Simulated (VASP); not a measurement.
Set up this calculation in VASP 6.6.1, as the native input.

```yaml
Task: relaxation of cell and atoms
Functional: PBE
Dispersion: D3(BJ)
Potentials_or_basis: VASP PAW PBE potentials, release 64 (Se, W_sv)
Cutoff: 600 eV
k_mesh: 12 × 12 × 1
Occupations: gaussian, width 0.03 eV
Spin: no spin polarisation
Further_INCAR_settings: ALGO = Normal; EDIFF = 1e-06; IBRION = 2; EDIFFG = -0.01; NSW = 90; ISIF = 3
```

The structure of WSe2 lies in POSCAR:

```
WSe2
1.0
    3.2900000000      0.0000000000      0.0000000000
   -1.6450000000      2.8492235800      0.0000000000
    0.0000000000      0.0000000000     21.3462600000
Se W
2 1
Direct
    0.3333333300      0.6666666700      0.4216195200
    0.3333333300      0.6666666700      0.5783804800
    0.6666666700      0.3333333300      0.5000000000
```

The input as run:

INCAR

```
SYSTEM = WSe2
PREC = Accurate
ENCUT = 600
EDIFF = 1E-6
ISMEAR = 0
SIGMA = 0.03
LREAL = .False.
LASPH = .True.
NELM = 80
ALGO = Normal
ISIF = 3
LWAVE = .False.
LCHARG = .False.
GGA = PE
IVDW = 12
IBRION = 2
NSW = 90
EDIFFG = -0.01
LATTICE_CONSTRAINTS = .TRUE. .TRUE. .FALSE.
KPAR = 4
```

KPOINTS

```
regular mesh
0
Gamma
  12 12 1
  0 0 0
```

Potentials or basis: VASP PAW PBE potentials, release 64 (Se, W_sv).

Launch:

```console
$ cat potpaw_PBE.64/Se/POTCAR potpaw_PBE.64/W_sv/POTCAR > POTCAR
$ mpirun -np 4 vasp_std > vasp.out
```

Results of the run:

```
Relaxed volume                         : 66.59 Å³/atom
Relaxed cell                           : a = 3.287 Å, b = 3.287 Å, c = 21.346 Å, α = 90.00°, β = 90.00°, γ = 120.00°
Space group after relaxing (to 0.05 Å) : P-6m2 (No. 187)
Energy gained by relaxing              : 0.9 meV/atom
Ionic steps                            : 5
Largest force after relaxing           : 0.003 eV/Å
Band gap on the k mesh                 : 1.65 eV, indirect (least direct gap 1.67 eV)
Dispersion energy per atom             : -0.337 eV
```

Caveat: spin-orbit coupling is left out, which moves the levels of the heavy elements.

Run time: 100 s on 4 MPI ranks on Intel(R) Xeon(R) 6975P-C (Granite Rapids) (shared host), peak memory 0.45 GiB a rank.
